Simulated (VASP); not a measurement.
# Rh (P6/mmm) in VASP: further runs

One crystal, Rh, is run at these levels: r2SCAN; tasks: single point, relaxation of cell and atoms.

Program: VASP 6.6.1. These are calculated values, not measurements. Logs are shortened: lines on timing, memory, paths and dates and some standing lists are left out, and cuts for length are marked.

## Step 1: Starting point

Symmetry: P6/mmm, No. 191, hexagonal system. Conventional cell: a = 2.611 Å, b = 2.611 Å, c = 2.529 Å, α = 90.00°, β = 90.00°, γ = 120.00°. Around Rh (site symmetry 6/mmm) lie 8 Rh at 2.53 to 2.61 Å.

The cell was built by a generator and needn't be a form met in nature.

## Step 2: Single point, r2SCAN

File POSCAR:

```
Rh
1.0
    2.6112910807      0.0000000000      0.0000000000
   -1.3056455404      2.2614444126      0.0000000000
    0.0000000000      0.0000000000      2.5287073604
Rh
1
Direct
    0.0000000000      0.0000000000      0.0000000000
```

File INCAR.step1:

```
SYSTEM = Rh
  PREC = Accurate
  ENCUT = 520
  ISMEAR = 0
  SIGMA = 0.1
  LREAL = .FALSE.
  LASPH = .TRUE.
  NELM = 100
  NBANDS = 14
  GGA = PE
  ALGO = Normal
  EDIFF = 1E-4
  LWAVE = .TRUE.
  LCHARG = .FALSE.
```

File INCAR.step2:

```
SYSTEM = Rh
  PREC = Accurate
  ENCUT = 520
  EDIFF = 1E-6
  ISMEAR = 0
  SIGMA = 0.1
  LREAL = .FALSE.
  LASPH = .TRUE.
  NELM = 100
  ALGO = Normal
  ISIF = 2
  LWAVE = .FALSE.
  LCHARG = .FALSE.
  METAGGA = R2SCAN
  LMIXTAU = .TRUE.
  NBANDS = 14
  ISTART = 1
```

File KPOINTS:

```
regular mesh
0
G
  9 9 8
  0 0 0
```

Potentials or basis: VASP PAW PBE potentials, release 64 (Rh_pv).

Launch:

```console
> cat potpaw_PBE.64/Rh_pv/POTCAR > POTCAR
> cp INCAR.step1 INCAR
> mpirun -np 1 vasp_std > vasp.out
> cp INCAR.step2 INCAR
> mpirun -np 1 vasp_std > vasp.out
```

OUTCAR:

```text
SYSTEM = Rh
   PREC = Accurate
   ENCUT = 520
   EDIFF = 1E-6
   ISMEAR = 0
   LREAL = .FALSE.
   LASPH = .TRUE.
   NELM = 100
   ISIF = 2
   METAGGA = R2SCAN
   ISTART = 1

 ion  position               nearest neighbor table
   1  0.000  0.000  0.000-

  LATTYP: Found a hexagonal cell.
 ALAT       =     2.6112910807
 C/A-ratio  =     0.9683743720

  Lattice vectors:

 A1 = (   2.6112910807,   0.0000000000,   0.0000000000)
 A2 = (  -1.3056455404,   2.2614444126,   0.0000000000)
 A3 = (   0.0000000000,   0.0000000000,   2.5287073604)

Analysis of symmetry for initial positions (statically):
=====================================================================
 Subroutine PRICEL returns:
 Original cell was already a primitive cell.

 Routine SETGRP: Setting up the symmetry group for a
 hexagonal supercell.

 Subroutine GETGRP returns: Found 24 space group operations
 (whereof 24 operations were pure point group operations)
 out of a pool of 24 trial point group operations.

The static configuration has the point symmetry D_6h.

Analysis of symmetry for dynamics (positions and initial velocities):
=====================================================================
 Subroutine PRICEL returns:
 Original cell was already a primitive cell.

 Routine SETGRP: Setting up the symmetry group for a
 hexagonal supercell.

 Subroutine GETGRP returns: Found 24 space group operations
 (whereof 24 operations were pure point group operations)
 out of a pool of 24 trial point group operations.

The dynamic configuration has the point symmetry D_6h.

 Subroutine INISYM returns: Found 24 space group operations
 (whereof 24 operations are pure point group operations),
 and found     1 'primitive' translations

----------------------------------------------------------------------------------------

                                     Primitive cell

  volume of cell :      14.9327

  direct lattice vectors                    reciprocal lattice vectors
     2.611291081  0.000000000  0.000000000     0.382952329  0.221097630  0.000000000
    -1.305645540  2.261444413  0.000000000     0.000000000  0.442195260  0.000000000
     0.000000000  0.000000000  2.528707360     0.000000000  0.000000000  0.395458967

  length of vectors
     2.611291081  2.611291081  2.528707360     0.442195260  0.442195260  0.395458967

  position of ions in fractional coordinates (direct lattice)
     0.000000000  0.000000000  0.000000000
[... 84 lines left out ...]
   POTIM  = 0.5000    time-step for ionic-motion
   TEBEG  =    0.0;   TEEND  =   0.0 temperature during run
   PSTRESS=    0.0 pullay stress
   NELECT =      15.0000    total number of electrons
   NUPDOWN=      -1.0000    fix difference up-down
   EMIN   =  10.00;   EMAX   =-10.00  energy-range for DOS
   EFERMI =   0.00;   METHOD = LEGACY
   ISMEAR =     0;   SIGMA  =   0.10  broadening in eV -4-tet -1-fermi 0-gaus
   EFERMI_NEDOS =   21; number of points for ismear=-14 and -15
   IALGO  =     38    algorithm
   IMIX   =      4    mixing-type and parameters
     AMIX     =   0.40;   BMIX     =  1.00
     AMIX_MAG =   1.60;   BMIX_MAG =  1.00
  volume/ion in A,a.u.               =      14.93       100.77
  Fermi-wavevector in a.u.,A,eV,Ry     =   1.639552  3.098305 36.574261  2.688132
  Thomas-Fermi vector in A             =   2.730339
   LORBIT       =      0    0 simple, 1 ext, 2 COOP (PROOUT), +10 PAW based schemes
   METAGGA = R2SCAN    functional components
   LHFCALC =     F    Hartree Fock is set to
   AEXX    =    0.0000 exact exchange contribution
   IVDW    =     0    specifies the selected vdW correction
   LEPSILON=     F    determine dielectric tensor
   LRPA    =     F    only Hartree local field effects (RPA)
 non-spin polarized calculation
 Gauss-broadening in eV      SIGMA  =   0.10
  energy-cutoff  :      520.00
  volume of cell :       14.93
 maximum number of plane-waves:       423
 NGX is ok and might be reduce to    20
   NGX =  9   NGY =  9   NGZ =  9

 number of electron      15.0000000 magnetization

 Free energy of the ion-electron system (eV)
  ---------------------------------------------------
  ext. energy  EPLUGINS =         0.00000000
  ---------------------------------------------------
  free energy    TOTEN  =       -23.65524147 eV

  energy without entropy =      -23.64744332  energy(sigma->0) =      -23.65134240

 E-fermi :  10.2993     XC(G=0): -14.3949

 val. band max:       10.2986177690   @ k =   0.4444   0.1111   0.1250
 cond. band min:      10.3102755009   @ k =   0.2222   0.1111   0.1250
 fundamental gap:      0.0116577319
 Fermi energy:        10.2992658343

 k-point     1 :       0.0000    0.0000    0.0000
  band No.  band energies     occupation
      1     -37.2049      2.00000
      2     -37.2049      2.00000
      3     -37.1285      2.00000
      4       2.9366      2.00000
      5       4.7828      2.00000
      6       7.5030      2.00000
      7       7.5030      2.00000
      8      11.1579      0.00000
      9      11.1579      0.00000
     10      27.4010      0.00000
     11      27.6157      0.00000
     12      28.2212      0.00000
     13      34.5760      0.00000
     14      34.5760      0.00000
[... 377 lines left out ...]
      1     -37.7630      2.00000
      2     -37.7630      2.00000
      3     -37.1336      2.00000
      4       6.9016      2.00000
      5       6.9016      2.00000
      6       6.9018      2.00000
      7       8.9748      2.00000
      8       8.9748      2.00000
      9      18.8707      0.00000
     10      18.8707      0.00000
     11      19.0218      0.00000
     12      28.2230      0.00000
     13      33.1594      0.00000
     14      33.1594      0.00000

 [... further k-points ...]

------------------------ aborting loop because EDIFF is reached ----------------------------------------

  FORCE on cell =-STRESS in cart. coord.  units (eV):
  Direction    XX          YY          ZZ          XY          YZ          ZX
  --------------------------------------------------------------------------------------
  -------------------------------------------------------------------------------------
  Total        0.1085939      0.1085939      0.0804677     -0.0000000      0.0000000      0.0000000
  in kB       11.6513505     11.6513505      8.6336095     -0.0000000      0.0000000      0.0000000
  external PRESSURE =      10.6454369 kB  Pullay stress =       0.0000000 kB

 VOLUME and BASIS-vectors are now :
 -----------------------------------------------------------------------------
  energy-cutoff  :      520.00
  volume of cell :       14.93
      direct lattice vectors                 reciprocal lattice vectors
     2.611291081  0.000000000  0.000000000     0.382952329  0.221097630  0.000000000
    -1.305645540  2.261444413  0.000000000     0.000000000  0.442195260  0.000000000
     0.000000000  0.000000000  2.528707360     0.000000000  0.000000000  0.395458967

 POSITION                                       TOTAL-FORCE (eV/Angst)
 -----------------------------------------------------------------------------------
      0.00000      0.00000      0.00000        -0.000000      0.000000      0.000000
 -----------------------------------------------------------------------------------
    total drift:                               -0.000000      0.000000      0.000000

  FREE ENERGIE OF THE ION-ELECTRON SYSTEM (eV)
  ---------------------------------------------------
  free  energy   TOTEN  =       -23.6552414697 eV

  energy  without entropy=      -23.6474433242  energy(sigma->0) =      -23.65134240
```

Run time: 26 s. Hardware: 1 thread of Intel Xeon Platinum 8488C (Sapphire Rapids), shared host; peak memory 0.13 GiB.

Results:

- Free energy: -23.6552 eV
- Pressure: 1.1 GPa
- Band gap on the k mesh: none (metal or under the smearing width)

Stress tensor (GPa, compression positive):
```
1.17 0.00 0.00
0.00 1.17 0.00
0.00 0.00 0.86
```

Caveat: the PAW data sets were made with another functional, which shifts forces and pressure a little.

## Step 3: Relaxation of cell and atoms, r2SCAN

This run uses another cell than the first one, of 14.01 Å³/atom, 0.938 times its volume.

File POSCAR:

```
Rh
1.0
    2.5869034474      0.0000000000      0.0000000000
   -1.2934517237      2.2403241026      0.0000000000
    0.0000000000      0.0000000000      2.4171379086
Rh
1
Direct
    0.0000000000      0.0000000000      0.0000000000
```

File INCAR.step1:

```
PREC = Accurate
ENCUT = 600
ISMEAR = 0
SIGMA = 0.1
LREAL = F
LASPH = T
NELM = 100
GGA = PE
ALGO = Normal
EDIFF = 1E-4
LWAVE = T
LCHARG = F
```

File INCAR.step2:

```
PREC = Accurate
ENCUT = 600
EDIFF = 1E-6
ISMEAR = 0
SIGMA = 0.1
LREAL = F
LASPH = T
NELM = 100
ALGO = Normal
ISIF = 3
LWAVE = F
LCHARG = F
METAGGA = R2SCAN
LMIXTAU = T
IBRION = 2
NSW = 90
EDIFFG = -0.04
ISTART = 1
```

File KPOINTS:

```
regular mesh
0
Gamma
  9 9 8
```

Potentials or basis: VASP PAW PBE potentials, release 64 (Rh_pv).

Launch:

```console
> cat potpaw_PBE.64/Rh_pv/POTCAR > POTCAR
> cp INCAR.step1 INCAR
> mpirun -np 1 vasp_std > vasp.out
> cp INCAR.step2 INCAR
> mpirun -np 1 vasp_std > vasp.out
```

OUTCAR:

```text
PREC = Accurate
   ENCUT = 600
   EDIFF = 1E-6
   ISMEAR = 0
   LREAL = F
   LASPH = T
   NELM = 100
   ISIF = 3
   METAGGA = R2SCAN
   IBRION = 2
   NSW = 90
   EDIFFG = -0.04
   ISTART = 1

 ion  position               nearest neighbor table
   1  0.000  0.000  0.000-

  LATTYP: Found a hexagonal cell.
 ALAT       =     2.5869034474
 C/A-ratio  =     0.9343750000

  Lattice vectors:

 A1 = (   2.5869034474,   0.0000000000,   0.0000000000)
 A2 = (  -1.2934517237,   2.2403241026,   0.0000000000)
 A3 = (   0.0000000000,   0.0000000000,   2.4171379086)

Analysis of symmetry for initial positions (statically):
=====================================================================
 Subroutine PRICEL returns:
 Original cell was already a primitive cell.

 Routine SETGRP: Setting up the symmetry group for a
 hexagonal supercell.

 Subroutine GETGRP returns: Found 24 space group operations
 (whereof 24 operations were pure point group operations)
 out of a pool of 24 trial point group operations.

The static configuration has the point symmetry D_6h.

Analysis of symmetry for dynamics (positions and initial velocities):
=====================================================================
 Subroutine PRICEL returns:
 Original cell was already a primitive cell.

 Routine SETGRP: Setting up the symmetry group for a
 hexagonal supercell.

[... 162 lines left out ...]
  in kB      133.6478177    133.6478177    285.2243289      0.0000000     -0.0000000      0.0000000
  external PRESSURE =     184.1733214 kB  Pullay stress =       0.0000000 kB
[... 22 lines left out ...]
--------------------------------------- Ionic step        2  -------------------------------------------

 number of electron      15.0000001 magnetization

 E-fermi :   7.8200     XC(G=0): -13.2689

 val. band max:        7.8150262245   @ k =   0.2222   0.1111   0.1250
 cond. band min:       7.8536451724   @ k =   0.4444   0.1111   0.0000
 fundamental gap:      0.0386189479
 Fermi energy:         7.8199543251

 k-point     1 :       0.0000    0.0000    0.0000
  band No.  band energies     occupation
      1     -39.4518      2.00000
      2     -39.4518      2.00000
      3     -39.3567      2.00000
      4       1.5333      2.00000
      5       3.5388      2.00000
      6       5.6143      2.00000
      7       5.6143      2.00000
      8       8.4395      0.00000
      9       8.4395      0.00000
     10      23.1452      0.00000
     11      25.1380      0.00000
[... 566 lines left out ...]
--------------------------------------- Ionic step        9  -------------------------------------------

 number of electron      15.0000002 magnetization

 Free energy of the ion-electron system (eV)
  ---------------------------------------------------
  ext. energy  EPLUGINS =         0.00000000
  ---------------------------------------------------
  free energy    TOTEN  =       -23.65374940 eV

  energy without entropy =      -23.64590838  energy(sigma->0) =      -23.64982889

 E-fermi :  10.2304     XC(G=0): -14.3648

 val. band max:       10.2295332046   @ k =   0.4444   0.1111   0.1250
 cond. band min:      10.2412964650   @ k =   0.2222   0.1111   0.1250
 fundamental gap:      0.0117632604
 Fermi energy:        10.2303907295

 k-point     1 :       0.0000    0.0000    0.0000
  band No.  band energies     occupation
      1     -37.2683      2.00000
      2     -37.2683      2.00000
      3     -37.1907      2.00000
      4       2.8968      2.00000
      5       4.7448      2.00000
      6       7.4520      2.00000
      7       7.4520      2.00000
      8      11.0829      0.00000
      9      11.0829      0.00000
     10      27.3191      0.00000
     11      27.5400      0.00000
[... 350 lines left out ...]
  FREE ENERGIE OF THE ION-ELECTRON SYSTEM (eV)
  ---------------------------------------------------
  free  energy   TOTEN  =       -23.6537494012 eV

  energy  without entropy=      -23.6459083795  energy(sigma->0) =      -23.64982889

 reached required accuracy - stopping structural energy minimisation
```

OUTCAR.step1:

```text
PREC = Accurate
   ENCUT = 600
   ISMEAR = 0
   LREAL = F
   LASPH = T
[... 554 lines left out ...]

 POSITION                                       TOTAL-FORCE (eV/Angst)
 -----------------------------------------------------------------------------------
      0.00000      0.00000      0.00000         0.000000      0.000000      0.000000
 -----------------------------------------------------------------------------------
    total drift:                               -0.000000      0.000000      0.000000

  FREE ENERGIE OF THE ION-ELECTRON SYSTEM (eV)
  ---------------------------------------------------
  free  energy   TOTEN  =        -6.6814159271 eV

  energy  without entropy=       -6.6756927935  energy(sigma->0) =       -6.67855436
```

Wall time 2.4 min (1 thread of Intel Xeon Platinum 8488C (Sapphire Rapids), shared host); peak memory 0.15 GiB.

What came out:

```yaml
Free_energy: -23.6537 eV
Relaxed_volume: 14.99 Å³/atom
Relaxed_cell: a = 2.615 Å, b = 2.615 Å, c = 2.531 Å, α = 90.00°, β = 90.00°, γ = 120.00°
Space_group_after_relaxing_to_0.05_Å: P6/mmm (No. 191)
Energy_gained_by_relaxing: 65.9 meV/atom
Ionic_steps: 9
Pressure_after_relaxing: 0.0 GPa
Band_gap_on_the_k_mesh: none (metal or under the smearing width)
```

Step by step:
| step | energy change (eV) | largest force (eV/Å) | pressure (GPa) | volume (Å³) |
| --- | --- | --- | --- | --- |
| 1 | 0.0000 | 0.0000 | 18.42 | 14.01 |
| 2 | 0.1537 | 0.0000 | -23.68 | 17.51 |
| 3 | -0.0627 | 0.0000 | -1.99 | 15.11 |
| 4 | -0.0629 | 0.0000 | -1.14 | 15.06 |
| 5 | -0.0629 | 0.0000 | -0.83 | 15.03 |
| 6 | -0.0651 | 0.0000 | 1.31 | 14.93 |
| 7 | -0.0658 | 0.0000 | 0.50 | 14.96 |
| 8 | -0.0658 | 0.0000 | -0.68 | 15.04 |
| 9 | -0.0659 | 0.0000 | 0.02 | 14.99 |

Final structure:
```yaml
crystal:
  lattice:
    - [2.61539, 0.00000, 0.00000]
    - [-1.30769, 2.26499, 0.00000]
    - [0.00000, 0.00000, 2.53122]
  atoms:
    - { symbol: Rh, position: [0.00000, 0.00000, 0.00000] }
```

Caveat: the PAW data sets were made with another functional, which shifts forces and pressure a little.
